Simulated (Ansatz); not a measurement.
## Sc: from a first guess to the relaxed bcc type

First guess:

```yaml
crystal:
  lattice:
    - [-1.77128, 1.77128, 1.77128]
    - [1.77128, -1.77128, 1.77128]
    - [1.77128, 1.77128, -1.77128]
  atoms:
    - { symbol: Sc, position: [0.00000, 0.00000, 0.00000] }
```

All numbers below come from DFT, PBE, PAW with Ansatz's default frozen-core files, scalar-relativistic (Ansatz 0.2.0).

Cell and atoms relax within the symmetry of the start on a 13×13×13 k mesh with 0.05 eV Fermi–Dirac smearing.

The start is built from a prototype, known or not as a phase of this compound; the cutoff is 420 eV.

Spin polarisation is left out, and whether a magnetic state lies lower isn't shown here.

(1) What is the pressure of the first guess?

(2) What does it relax to?

(3) How much energy does the relaxation release?

Results:

(1) 7.16 GPa.

(2) a = 3.677 Å, b = 3.677 Å, c = 3.677 Å, α = 90.00°, β = 90.00°, γ = 90.00° (conventional cell), 24.87 Å³ per atom:
Space group Im-3m (No. 229). a = 3.677 Å, b = 3.677 Å, c = 3.677 Å, α = 90.00°, β = 90.00°, γ = 90.00°
| atom | site | symmetry | x | y | z |
| --- | --- | --- | --- | --- | --- |
| Sc | 2a | m-3m | 0.0000 | 0.0000 | 0.0000 |

(3) 55 meV/atom.
